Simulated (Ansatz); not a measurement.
# Ta under changes of volume

One of the cells (18.010 Å³/atom); the others are scaled copies at fixed shape and fractional positions:

```
Ta
1.0
    -1.65128    1.65128    1.65128
     1.65128   -1.65128    1.65128
     1.65128    1.65128   -1.65128
Ta
1
Cartesian
  0.0000 0.0000 0.0000
```

```yaml
Program: Ansatz 0.2.0
Functional: r2SCAN
Potentials_or_basis: Ansatz PAW
Cutoff: "500 eV (not typed: the program's choice for these potentials)"
k_mesh: 11 × 11 × 11
Occupations: fermi-dirac, width 0.05 eV
Spin: no spin polarisation
```

| volume (Å³/atom) | energy over the lowest point (meV/atom) | pressure (GPa) |
| --- | --- | --- |
| 16.930 | ? | ? |
| 17.290 | 18.32 | 8.9 |
| 17.650 | 4.30 | 4.2 |
| 18.010 | 0.00 | 0.1 |
| 18.371 | 4.50 | -3.8 |
| 18.731 | 17.07 | -7.3 |
| 19.091 | 37.13 | -10.5 |

What does the run at 16.930 Å³/atom give?

Energy over the lowest point 43.28 meV/atom; pressure 14.0 GPa.

Worked out: A Birch-Murnaghan fit of order 3 (a polynomial in V^(-2/3)) to the other rows has its minimum at 18.00 Å³/atom with B0 = V·E''(V) = 197 GPa and B' = 3.4. It gives 42.82 meV/atom at 16.930 Å³/atom, against the run's 43.28, and -dE/dV = 13.4 GPa, against 14.0.

Energies are extrapolated to zero smearing.

Caveats: the PAW data sets come from PBE, with cores solved anew for the run's functional, which leaves a small shift of forces and pressure.
